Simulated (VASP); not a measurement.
Write the native input for VASP 6.6.1 that does the following.

```yaml
Task: single point
Functional: PBE
Potentials_or_basis: VASP PAW PBE potentials, release 64 (Ca_sv, S)
Cutoff: 520 eV
k_mesh: 6 × 6 × 6
Occupations: gaussian, width 0.1 eV
Spin: no spin polarisation
Dipole_correction: no
Further_INCAR_settings: ALGO = Normal; EDIFF = 1e-06; NBANDS = 15
```

The structure of CaS lies in POSCAR:

```
CaS
1.0
    0.0000000000      2.8523742917      2.8523742917
    2.8523742917      0.0000000000      2.8523742917
    2.8523742917      2.8523742917      0.0000000000
Ca S
1 1
Direct
    0.0000000000      0.0000000000      0.0000000000
    0.5000000000      0.5000000000      0.5000000000
```

The cell comes from a database or a generator and needn't be the stable form of this composition.

The input as run:

INCAR

```
SYSTEM = CaS
  ALGO = Normal
  EDIFF = 1E-6
  ENCUT = 520
  GGA = PE
  ISIF = 2
  ISMEAR = 0
  LASPH = .True.
  LCHARG = .True.
  LELF = .True.
  LREAL = .False.
  LVHAR = .True.
  LWAVE = .False.
  NBANDS = 15
  NELM = 100
  PREC = Accurate
  SIGMA = 0.1
```

KPOINTS

```
k-points
0
Gamma
  6 6 6
  0 0 0
```

Potentials or basis: VASP PAW PBE potentials, release 64 (Ca_sv, S).

The run is started by

```console
$ cat potpaw_PBE.64/Ca_sv/POTCAR potpaw_PBE.64/S/POTCAR > POTCAR
$ mpirun -np 1 vasp_std > vasp.out
```

It gave:

The pressure is 0.4 GPa. The band gap on the k mesh is 2.37 eV, indirect (least direct gap 3.17 eV).

It took 8.8 s on 1 thread of Intel(R) Xeon(R) Platinum 8488C (Sapphire Rapids) (shared host), peak memory 0.16 GiB.
